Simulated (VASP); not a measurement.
A run of VASP 6.6.1:

Contents of INCAR:

```
SYSTEM = LiCl
  ALGO = Normal
  EDIFF = 1E-6
  EDIFFG = -0.01
  ENCUT = 600
  GGA = PS
  IBRION = 2
  ISIF = 3
  ISMEAR = 0
  LASPH = .TRUE.
  LCHARG = .FALSE.
  LREAL = .FALSE.
  LWAVE = .FALSE.
  NELM = 80
  NSW = 90
  PREC = Accurate
  SIGMA = 0.03
```

KPOINTS

```
k-points
0
G
  10 10 10
  0 0 0
```

Contents of POSCAR:

```
LiCl
1.0
    0.0000000000      2.5647700000      2.5647700000
    2.5647700000      0.0000000000      2.5647700000
    2.5647700000      2.5647700000      0.0000000000
Li Cl
1 1
Direct
    0.0000000000      0.0000000000      0.0000000000
    0.5000000000      0.5000000000      0.5000000000
```

Potentials or basis: VASP PAW PBE potentials, release 64 (Li_sv, Cl).

The run is started by

```sh
$ cat potpaw_PBE.64/Li_sv/POTCAR potpaw_PBE.64/Cl/POTCAR > POTCAR
$ mpirun -np 1 vasp_std > vasp.out
```

Hardware: 1 thread of Intel(R) Xeon(R) 6975P-C (Granite Rapids) (shared host).

Q: Estimate the wall time of this run.

A: Run time: 26 s on 1 thread of Intel(R) Xeon(R) 6975P-C (Granite Rapids), with other jobs on the host, peak memory 0.17 GiB. Counts: scf iterations 28, k points 47, ion steps 4.
